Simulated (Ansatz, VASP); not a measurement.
**One calculation of Sc, two programs**

```xyz
2
Lattice="3.3090 0.0000 0.0000 -1.6545 2.8657 0.0000 0.0000 0.0000 5.2733" Properties=species:S:1:pos:R:3 pbc="T T T"
Sc    1.6545    0.9552    3.9550
Sc    0.0000    1.9105    1.3183
```

Alike in both runs: task single point; functional PBEsol; k mesh 9 × 9 × 5; occupations gaussian, width 0.02 eV; no spin polarisation.

```csv
,VASP,Ansatz
version,VASP 6.6.1,Ansatz 0.2.0
potentials or method,"VASP PAW PBE potentials, release 64 (Sc_sv_GW)",Ansatz PAW
plane-wave cutoff (eV),550,420
valence electrons in the cell,22,22
```

```tsv
	VASP	Ansatz	Ansatz less VASP
gap on the k mesh at the Fermi level (eV)	none	none	-
pressure (GPa)	-3.4	-2.8	+0.55
largest component of the traceless stress (GPa)	1.18	1.18	0.000
```

A gap of «none» marks a metal or a gap that the smearing closes.

Caveats: the PAW data sets were made with another functional, which shifts forces and pressure a little (VASP); the PAW data sets come from PBE, with cores solved anew for the run's functional, which leaves a small shift of forces and pressure (Ansatz).
